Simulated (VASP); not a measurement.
# CdS (Greenockite) (P6_3mc) in VASP: settings compared

Aim: see how the results for CdS (Greenockite) move with the level of theory and the settings. Levels: PBE, HSE06. Tasks: single point.

Everything below comes from runs of VASP 6.6.1. Logs are shortened: lines on timing, memory, paths and dates and some standing lists are left out, and cuts for length are marked.

**Measured values to compare with.**

From “Isotope dependence of band-gap energy”, 2008, arxiv:0807.2152, for a bulk crystal of CdS: band gap 2.5809 ± 0.0002 eV.

The runs below are set against these values where they give the same quantity.

### Step 1. The crystal as given

The structure is hexagonal, space group P6_3mc (No. 186). Conventional cell: a = 4.150 Å, b = 4.150 Å, c = 6.737 Å, α = 90.00°, β = 90.00°, γ = 120.00°. Cd (site symmetry 3m) has 4 S at 2.53 to 2.54 Å as nearest neighbours. S (site symmetry 3m) is surrounded by 4 Cd at 2.53 to 2.54 Å.

### Step 2. Single point, PBE

The input, INCAR:

```
PREC = Accurate
ENCUT = 520
EDIFF = 1E-6
ISMEAR = 0
SIGMA = 0.012
LREAL = F
LASPH = T
NELM = 60
ALGO = Normal
ISIF = 2
LWAVE = F
LCHARG = T
GGA = PE
LELF = T
LVHAR = T
NBANDS = 26
```

The input, KPOINTS:

```
regular mesh
0
Gamma
  7 7 4
```

The input, POSCAR:

```
CdS
1.0
    4.1500000000      0.0000000000      0.0000000000
   -2.0750000000      3.5940054257      0.0000000000
    0.0000000000      0.0000000000      6.7370000000
Cd S
2 2
Direct
    0.6666666667      0.3333333333      0.5000000000
    0.3333333333      0.6666666667      0.0000000000
    0.6666666667      0.3333333333      0.8750000000
    0.3333333333      0.6666666667      0.3750000000
```

Potentials or basis: VASP PAW PBE potentials, release 64 (Cd, S).

Command:

```console
$ cat potpaw_PBE.64/Cd/POTCAR potpaw_PBE.64/S/POTCAR > POTCAR
$ mpirun -np 1 vasp_std > vasp.out
```

OUTCAR:

```text
PREC = Accurate
   ENCUT = 520
   EDIFF = 1E-6
   ISMEAR = 0
   LREAL = F
   LASPH = T
   NELM = 60
   ISIF = 2
   GGA = PE

 ion  position               nearest neighbor table
   1  0.667  0.333  0.500-   3 2.53   4 2.54   4 2.54   4 2.54
   2  0.333  0.667  0.000-   4 2.53   3 2.54   3 2.54   3 2.54
   3  0.667  0.333  0.875-   1 2.53   2 2.54   2 2.54   2 2.54
   4  0.333  0.667  0.375-   2 2.53   1 2.54   1 2.54   1 2.54

  LATTYP: Found a hexagonal cell.
 ALAT       =     4.1500000000
 C/A-ratio  =     1.6233734940

  Lattice vectors:

 A1 = (   4.1500000000,   0.0000000000,   0.0000000000)
 A2 = (  -2.0750000000,   3.5940054257,   0.0000000000)
 A3 = (   0.0000000000,   0.0000000000,   6.7370000000)

Analysis of symmetry for initial positions (statically):
=====================================================================
 Subroutine PRICEL returns:
 Original cell was already a primitive cell.

 Routine SETGRP: Setting up the symmetry group for a
 hexagonal supercell.

 Subroutine GETGRP returns: Found 12 space group operations
 (whereof  6 operations were pure point group operations)
 out of a pool of 24 trial point group operations.

The static configuration has the point symmetry C_3v.
 The point group associated with its full space group is C_6v.

Analysis of symmetry for dynamics (positions and initial velocities):
=====================================================================
 Subroutine PRICEL returns:
 Original cell was already a primitive cell.

 Routine SETGRP: Setting up the symmetry group for a
 hexagonal supercell.

 Subroutine GETGRP returns: Found 12 space group operations
 (whereof  6 operations were pure point group operations)
 out of a pool of 24 trial point group operations.

The dynamic configuration has the point symmetry C_3v.
 The point group associated with its full space group is C_6v.

 Subroutine INISYM returns: Found 12 space group operations
 (whereof  6 operations are pure point group operations),
 and found     1 'primitive' translations

----------------------------------------------------------------------------------------

                                     Primitive cell

  volume of cell :     100.4832

  direct lattice vectors                    reciprocal lattice vectors
     4.150000000  0.000000000  0.000000000     0.240963855  0.139120547  0.000000000
    -2.075000000  3.594005426  0.000000000     0.000000000  0.278241094  0.000000000
     0.000000000  0.000000000  6.737000000     0.000000000  0.000000000  0.148434021

  length of vectors
     4.150000000  4.150000000  6.737000000     0.278241094  0.278241094  0.148434021

  position of ions in fractional coordinates (direct lattice)
     0.666666667  0.333333333  0.500000000
     0.333333333  0.666666667  0.000000000
     0.666666667  0.333333333  0.875000000
     0.333333333  0.666666667  0.375000000

  ion indices of the primitive-cell ions
   primitive index   ion index
                 1           1
                 2           2
                 3           3
                 4           4

----------------------------------------------------------------------------------------

 KPOINTS: regular mesh

Automatic generation of k-mesh.
 Grid dimensions read from file:
 generate k-points for:    7    7    4

 Generating k-lattice:

  Cartesian coordinates                     Fractional coordinates (reciprocal lattice)
     0.034423408  0.019874364  0.000000000     0.142857143  0.000000000  0.000000000
     0.000000000  0.039748728  0.000000000     0.000000000  0.142857143  0.000000000
     0.000000000  0.000000000  0.037108505     0.000000000  0.000000000  0.250000000

  Length of vectors
     0.039748728  0.039748728  0.037108505

  Shift w.r.t. Gamma in fractional coordinates (k-lattice)
     0.000000000  0.000000000  0.000000000

 Subroutine IBZKPT returns following result:
 ===========================================

 Found     24 irreducible k-points:

 Following reciprocal coordinates:
            Coordinates               Weight
  0.000000  0.000000  0.000000      1.000000
  0.142857 -0.000000  0.000000      6.000000
  0.285714 -0.000000  0.000000      6.000000
  0.428571 -0.000000  0.000000      6.000000
  0.142857  0.142857  0.000000      6.000000
  0.285714  0.142857  0.000000     12.000000
[... 16 lines left out ...]
  0.428571  0.142857  0.500000      6.000000
  0.285714  0.285714  0.500000      6.000000
   k-points           NKPTS =     24   k-points in BZ     NKDIM =     24   number of bands    NBANDS=     26
   number of dos      NEDOS =    301   number of ions     NIONS =      4
   total plane-waves  NPLWV =  51200
   dimension x,y,z NGX =    32 NGY =   32 NGZ =   50
   dimension x,y,z NGXF=    64 NGYF=   64 NGZF=  100
   ions per type =               2   2
   NGX,Y,Z   is equivalent  to a cutoff of  12.82, 12.82, 12.34 a.u.
   NGXF,Y,Z  is equivalent  to a cutoff of  25.64, 25.64, 24.68 a.u.
 SYSTEM =  unknown system
   PREC   = accura    normal or accurate (medium, high low for compatibility)
   ISTART =      0    job   : 0-new  1-cont  2-samecut
   ICHARG =      2    charge: 1-file 2-atom 10-const
   ISPIN  =      1    spin polarized calculation?
   LNONCOLLINEAR =      F non collinear calculations
   LSORBIT =      F    spin-orbit coupling
   LASPH  =      T    aspherical Exc in radial PAW
   ENCUT  =  520.0 eV  38.22 Ry    6.18 a.u.   7.72  7.72 12.53*2*pi/ulx,y,z
   NELM   =     60;   NELMIN=  2; NELMDL= -5     # of ELM steps
   EDIFF  = 0.1E-05   stopping-criterion for ELM
   LREAL  =      F    real-space projection
   EDIFFG = 0.1E-04   stopping-criterion for IOM
   NSW    =      0    number of steps for IOM
   IBRION =     -1    ionic relax: 0-MD 1-quasi-New 2-CG
   NFREE  =      0    steps in history (QN), initial steepest desc. (CG)
   ISIF   =      2    stress and relaxation
   ISYM   =      2    0-nonsym 1-usesym 2-fastsym
   POTIM  = 0.5000    time-step for ionic-motion
   TEBEG  =    0.0;   TEEND  =   0.0 temperature during run
   PSTRESS=    0.0 pullay stress
   NELECT =      36.0000    total number of electrons
   NUPDOWN=      -1.0000    fix difference up-down
   EMIN   =  10.00;   EMAX   =-10.00  energy-range for DOS
   EFERMI =   0.00;   METHOD = LEGACY
   ISMEAR =     0;   SIGMA  =   0.01  broadening in eV -4-tet -1-fermi 0-gaus
   EFERMI_NEDOS =   21; number of points for ismear=-14 and -15
   IALGO  =     38    algorithm
   IMIX   =      4    mixing-type and parameters
     AMIX     =   0.40;   BMIX     =  1.00
     AMIX_MAG =   1.60;   BMIX_MAG =  1.00
  volume/ion in A,a.u.               =      25.12       169.52
  Fermi-wavevector in a.u.,A,eV,Ry     =   1.162727  2.197236 18.394190  1.351935
  Thomas-Fermi vector in A             =   2.299285
   LORBIT       =      0    0 simple, 1 ext, 2 COOP (PROOUT), +10 PAW based schemes
   GGA     = PE    functional components
   LHFCALC =     F    Hartree Fock is set to
   AEXX    =    0.0000 exact exchange contribution
   IVDW    =     0    specifies the selected vdW correction
   LEPSILON=     F    determine dielectric tensor
   LRPA    =     F    only Hartree local field effects (RPA)
 non-spin polarized calculation
 Gauss-broadening in eV      SIGMA  =   0.01
  energy-cutoff  :      520.00
  volume of cell :      100.48
 maximum number of plane-waves:      2731
 NGX is ok and might be reduce to    32
   NGX = 15   NGY = 15   NGZ = 25

 number of electron      35.9999997 magnetization

 Free energy of the ion-electron system (eV)
  ---------------------------------------------------
  ext. energy  EPLUGINS =         0.00000000
  ---------------------------------------------------
  free energy    TOTEN  =       -12.26714753 eV

  energy without entropy =      -12.26714753  energy(sigma->0) =      -12.26714753

 E-fermi :   1.3203     XC(G=0):  -9.0852

 val. band max:        1.2055468918   @ k =   0.0000   0.0000   0.0000
 cond. band min:       2.4043603001   @ k =   0.0000   0.0000   0.0000
 fundamental gap:      1.1988134083
 Fermi energy:         1.3202706845

 k-point     1 :       0.0000    0.0000    0.0000
  band No.  band energies     occupation
      1     -11.0911      2.00000
      2     -10.6664      2.00000
      3      -6.4674      2.00000
      4      -6.4454      2.00000
      5      -6.4454      2.00000
      6      -6.3600      2.00000
[... 18 lines left out ...]
     25       8.7930      0.00000
     26       8.9074      0.00000

 k-point     2 :       0.1429   -0.0000    0.0000
  band No.  band energies     occupation
      1     -11.0220      2.00000
      2     -10.6369      2.00000
      3      -6.4423      2.00000
      4      -6.4185      2.00000
      5      -6.3949      2.00000
      6      -6.3276      2.00000
[... 18 lines left out ...]
     25       8.7532      0.00000
     26       9.2184      0.00000

 k-point     3 :       0.2857   -0.0000    0.0000
  band No.  band energies     occupation
      1     -10.8579      2.00000
      2     -10.5784      2.00000
      3      -6.3918      2.00000
      4      -6.3691      2.00000
      5      -6.2740      2.00000
      6      -6.2322      2.00000
[... 18 lines left out ...]
     25       9.4414      0.00000
     26       9.7005      0.00000

 k-point     4 :       0.4286   -0.0000    0.0000
  band No.  band energies     occupation
      1     -10.7077      2.00000
      2     -10.5493      2.00000
      3      -6.3651      2.00000
      4      -6.3440      2.00000
      5      -6.1885      2.00000
      6      -6.1640      2.00000
[... 18 lines left out ...]
     25       9.6478      0.00000
     26      10.9621      0.00000

 k-point     5 :       0.1429    0.1429    0.0000
  band No.  band energies     occupation
      1     -10.9052      2.00000
      2     -10.5933      2.00000
      3      -6.3975      2.00000
      4      -6.3876      2.00000
      5      -6.2969      2.00000
      6      -6.2798      2.00000
[... 18 lines left out ...]
     25       9.2294      0.00000
     26       9.6533      0.00000

 k-point     6 :       0.2857    0.1429    0.0000
  band No.  band energies     occupation
      1     -10.7448      2.00000
      2     -10.5533      2.00000
      3      -6.3704      2.00000
      4      -6.3419      2.00000
      5      -6.2111      2.00000
      6      -6.1923      2.00000
[... 427 lines left out ...]
 k-point    21 :       0.1429    0.1429    0.5000
  band No.  band energies     occupation
      1     -10.7415      2.00000
      2     -10.7415      2.00000
      3      -6.3425      2.00000
      4      -6.3425      2.00000
      5      -6.3221      2.00000
      6      -6.3221      2.00000
[... 18 lines left out ...]
     25       9.0513      0.00000
     26       9.0513      0.00000

 k-point    22 :       0.2857    0.1429    0.5000
  band No.  band energies     occupation
      1     -10.6392      2.00000
      2     -10.6392      2.00000
      3      -6.3161      2.00000
      4      -6.3161      2.00000
      5      -6.2658      2.00000
      6      -6.2658      2.00000
[... 18 lines left out ...]
     25       9.4166      0.00000
     26       9.4166      0.00000

 k-point    23 :       0.4286    0.1429    0.5000
  band No.  band energies     occupation
      1     -10.5940      2.00000
      2     -10.5940      2.00000
      3      -6.3103      2.00000
      4      -6.3103      2.00000
      5      -6.2486      2.00000
      6      -6.2486      2.00000
[... 18 lines left out ...]
     25       9.9260      0.00000
     26       9.9260      0.00000

 k-point    24 :       0.2857    0.2857    0.5000
  band No.  band energies     occupation
      1     -10.5837      2.00000
      2     -10.5837      2.00000
      3      -6.2866      2.00000
      4      -6.2866      2.00000
      5      -6.2523      2.00000
      6      -6.2523      2.00000
[... 18 lines left out ...]
     25       9.9062      0.00000
     26       9.9062      0.00000

------------------------ aborting loop because EDIFF is reached ----------------------------------------

  FORCE on cell =-STRESS in cart. coord.  units (eV):
  Direction    XX          YY          ZZ          XY          YZ          ZX
  --------------------------------------------------------------------------------------
  -------------------------------------------------------------------------------------
  Total        1.3724877      1.3724877      1.7844353      0.0000000      0.0000000      0.0000000
  in kB       21.8839471     21.8839471     28.4523423      0.0000000      0.0000000      0.0000000
  external PRESSURE =      24.0734122 kB  Pullay stress =       0.0000000 kB

 VOLUME and BASIS-vectors are now :
 -----------------------------------------------------------------------------
  energy-cutoff  :      520.00
  volume of cell :      100.48
      direct lattice vectors                 reciprocal lattice vectors
     4.150000000  0.000000000  0.000000000     0.240963855  0.139120547  0.000000000
    -2.075000000  3.594005426  0.000000000     0.000000000  0.278241094  0.000000000
     0.000000000  0.000000000  6.737000000     0.000000000  0.000000000  0.148434021

 POSITION                                       TOTAL-FORCE (eV/Angst)
 -----------------------------------------------------------------------------------
      2.07500      1.19800      3.36850        -0.000000      0.000000     -0.069313
     -0.00000      2.39600      0.00000         0.000000     -0.000000     -0.069313
      2.07500      1.19800      5.89487        -0.000000     -0.000000      0.069313
     -0.00000      2.39600      2.52637         0.000000      0.000000      0.069313
 -----------------------------------------------------------------------------------
    total drift:                               -0.000000     -0.000000     -0.000651

  FREE ENERGIE OF THE ION-ELECTRON SYSTEM (eV)
  ---------------------------------------------------
  free  energy   TOTEN  =       -12.2671475273 eV

  energy  without entropy=      -12.2671475273  energy(sigma->0) =      -12.26714753
```

Run time: 43 s. Hardware: 1 thread of Intel Xeon Platinum 8259CL at 2.50GHz (Skylake/Cascade Lake), shared host; peak memory 0.23 GiB.

What came out:

| Item | Value |
| --- | --- |
| Free energy | -12.2671 eV |
| Pressure | 2.4 GPa |
| Largest force | 0.069 eV/Å |
| Band gap on the k mesh | 1.20 eV, direct |

Forces in eV/Å, atoms in the order of the input:
```
Cd   0.000  0.000 -0.069
Cd   0.000  0.000 -0.069
S    0.000  0.000  0.069
S    0.000  0.000  0.069
```

Stress tensor (GPa, compression positive):
```
2.19 0.00 0.00
0.00 2.19 0.00
0.00 0.00 2.85
```

Levels at points of the mesh, in eV from the valence-band top:
| k point | band 15 | band 16 | band 17 | band 18 | band 19 | band 20 | band 21 | band 22 |
| --- | --- | --- | --- | --- | --- | --- | --- | --- |
| (0.00, 0.00, 0.00) | -0.76 | -0.04 | 0.00 | 0.00 | 1.20 | 2.79 | 6.47 | 6.47 |
| (0.00, 0.00, 0.50) | -0.39 | -0.39 | -0.39 | -0.39 | 2.85 | 2.85 | 6.20 | 6.20 |

### Step 3. Single point, PBE

The input, INCAR:

```
PREC     = Accurate       # precision mode
ENCUT    = 520            # plane-wave cutoff, eV
EDIFF    = 1E-6           # SCF threshold, eV
ISMEAR   = 0              # smearing method
SIGMA    = 0.025          # smearing width, eV
LREAL    = False          # projectors in reciprocal space
LASPH    = True           # aspherical terms in the spheres
NELM     = 60             # most SCF steps
ALGO     = Normal         # electronic algorithm
ISIF     = 2              # what is computed and relaxed
LWAVE    = False          # write WAVECAR
LCHARG   = False          # write CHGCAR
GGA      = PE             # functional
```

KPOINTS is that of step 2.

POSCAR is that of step 2.

Potentials or basis: VASP PAW PBE potentials, release 64 (Cd, S).

Command:

```console
$ cat potpaw_PBE.64/Cd/POTCAR potpaw_PBE.64/S/POTCAR > POTCAR
$ mpirun -np 1 vasp_std > vasp.out
```

It took 27 s on 1 thread of Intel Xeon Platinum 8488C (Sapphire Rapids), shared host; peak memory 0.23 GiB.

The run converged. Its results:

| Item | Value |
| --- | --- |
| Free energy | -12.2671 eV |
| Pressure | 2.4 GPa |
| Largest force | 0.069 eV/Å |
| Band gap on the k mesh | 1.20 eV, direct |

Forces on the atoms (eV/Å):
```
Cd   0.000  0.000 -0.069
Cd   0.000  0.000 -0.069
S    0.000  0.000  0.069
S    0.000  0.000  0.069
```

Stress tensor (GPa, compression positive):
```
2.20 0.00 0.00
0.00 2.20 0.00
0.00 0.00 2.85
```

Levels at points of the mesh, in eV from the valence-band top:
```csv
k point,band 16,band 17,band 18,band 19,band 20,band 21
"(0.00, 0.00, 0.00)",-0.04,0.00,0.00,1.20,2.79,6.47
"(0.00, 0.00, 0.50)",-0.39,-0.39,-0.39,2.84,2.84,6.20
```

### Step 4. Single point, HSE06

POSCAR is that of step 3.

The input, INCAR.step1:

```
PREC = Accurate
ENCUT = 350
EDIFF = 1E-5
ISMEAR = 0
SIGMA = 0.01
LREAL = F
LASPH = T
NELM = 100
ALGO = Normal
ISIF = 2
LWAVE = T
LCHARG = F
NBANDS = 26
NKRED = 1
GGA = PE
```

The input, INCAR.step2:

```
PREC = Accurate
ENCUT = 350
EDIFF = 1E-6
ISMEAR = 0
SIGMA = 0.01
LREAL = F
LASPH = T
NELM = 100
ALGO = Normal
ISIF = 2
LWAVE = F
LCHARG = F
GGA = PE
LHFCALC = T
HFSCREEN = 0.2
PRECFOCK = Normal
NBANDS = 26
NKRED = 1
ISTART = 1
```

The input, KPOINTS:

```
regular mesh
0
Gamma
  5 5 3
```

Command:

```console
$ cat potpaw_PBE.64/Cd/POTCAR potpaw_PBE.64/S/POTCAR > POTCAR
$ cp INCAR.step1 INCAR
$ mpirun -np 1 vasp_std > vasp.out
$ cp INCAR.step2 INCAR
$ mpirun -np 1 vasp_std > vasp.out
```

Run time: 20 min. Hardware: 1 thread of AMD EPYC 9R14 (Zen 4), shared host; peak memory 0.26 GiB.

The run converged, but some of its settings lie outside the range that counts as converged, so its numbers aren't taken as properties of the crystal.

What came out:

```
Free energy            : -15.2591 eV
Pressure               : 0.8 GPa
Largest force          : 0.071 eV/Å
Band gap on the k mesh : 2.24 eV, direct
```

Caveat: the PAW data sets were made with another functional, which shifts forces and pressure a little.

(Continued in part 2 of 2.)
